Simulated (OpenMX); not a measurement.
Crystal: Sb.

```
Sb
1.0
    -1.57654    1.57654    2.71194
     1.57654   -1.57654    2.71194
     1.57654    1.57654   -2.71194
Sb
1
Direct
  0.00000 0.00000 0.00000
```

This isn't the form of Sb at room conditions, which is rhombohedral.

```yaml
Program: OpenMX 3.8.5
Task: single point
Functional: PBE
Potentials_or_basis: OpenMX 2013 PBE set, Sb7.0-s3p2d2, grid cutoff 500 Ry
k_mesh: 13 × 13 × 13
Occupations: fermi-dirac, width 0.05 eV
Spin: no spin polarisation
```

On this cell: pressure 4.4 GPa; band gap on the k mesh none (metal or under the smearing width).

The same run follows on a disturbed copy (cell strained at random at fixed volume):

```
CELL_PARAMETERS angstrom
-1.57758 1.58021 2.71183
1.56699 -1.54428 2.68478
1.60429 1.57099 -2.69094
ATOMIC_POSITIONS crystal
Sb 0.01775 0.00466 0.01701
```

Q: What changes?

A: The energy (extrapolated to zero smearing) moves by +0.4 meV/atom; pressure 4.3 GPa; band gap on the k mesh none (metal or under the smearing width).

Caveats: the basis of atomic orbitals isn't converged, which shifts pressures, moduli and gaps.
